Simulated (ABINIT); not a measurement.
Runs of ABINIT 10.8.3 (patched build) on Pb. It takes space group Fm-3m (No. 225, cubic). The conventional cell has a = 4.950 Å, b = 4.950 Å, c = 4.950 Å, α = 90.00°, β = 90.00°, γ = 90.00°. Pb (site symmetry m-3m) has 12 Pb at 3.50 Å as nearest neighbours. 

```csv
task,level,potentials or basis,spin,k mesh,cutoff (eV),fine-grid cutoff,mesh quality,gap on the mesh (eV),pressure (GPa),V0 of scaled cells (Å³/atom),B0 (GPa)
band structure,HCTH407,JTH PAW PBE v2.0,"SOC, no magnetisation",9 × 9 × 9,463,925.187 eV,not flagged,none,-,-,-
band structure,LDA,JTH PAW LDA v2.0 sp,off,9 × 9 × 9,408,816.342 eV,not flagged,none,-2.1,-,-
band structure,BP86,JTH PAW PBE v2.0,"SOC, no magnetisation",9 × 9 × 9,463,925.187 eV,not flagged,none,-,-,-
band structure,HLE16,JTH PAW PBE v2.0,off,9 × 9 × 9,463,925.187 eV,not flagged,none,-,-,-
band structure,rSCAN,JTH PAW PBE v2.0 sp,off,9 × 9 × 9,490,979.61 eV,not flagged,none,1.3,-,-
band structure,revPBE,JTH PAW PBE v2.0,"SOC, no magnetisation",9 × 9 × 9,463,925.187 eV,not flagged,none,-,-,-
band structure,LDA,PseudoDojo NC SR LDA v0.4 stringent,off,9 × 9 × 9,980,-,not flagged,none,(a),-,-
equation of state,PW91,JTH PAW PBE v2.0 sp,off,9 × 9 × 9,408,816.342 eV,not flagged,-,-,31.82,41
single point,LDA,JTH PAW LDA v2.0,off,5 × 5 × 5,463,925.187 eV,coarse,none,-,-,-
equation of state,SOGGA,JTH PAW PBE v2.0 sp,off,9 × 9 × 9,408,816.342 eV,not flagged,-,-,(b),53
band structure,r2SCAN,SG15 NC PBE v1.2,off,9 × 9 × 9,1007,-,not flagged,none,-0.5,-,-
band structure,LDA-PZ,JTH PAW LDA v2.0,off,9 × 9 × 9,463,925.187 eV,not flagged,none,-,-,-
```

Alike in all rows: cell as given; smearing fermi-dirac 0.05 eV.

**Question.** Estimate the missing entries.

**Answer.** (a) -2.9; (b) 29.59.

Caveats: some runs use coarse meshes; the PAW data sets were made with another functional, which shifts forces and pressure a little (some runs); spin-orbit coupling is left out, which moves the levels of the heavy elements (some runs); this set keeps more shells in the core, which shifts pressures and gaps (some runs); the potentials were made for another functional, which shifts forces and pressure (some runs); pressures at fixed basis lie under the slope of the energies (some runs); the potentials were made for a functional far from this one (some runs).

A k mesh can miss the band edges, and rows without SOC leave out spin-orbit coupling on Pb.

A gap of «none» marks a metal or a gap under the smearing width.

The runs don't all hold the same shells in valence.

Runs at the PBE level aren't shown here.
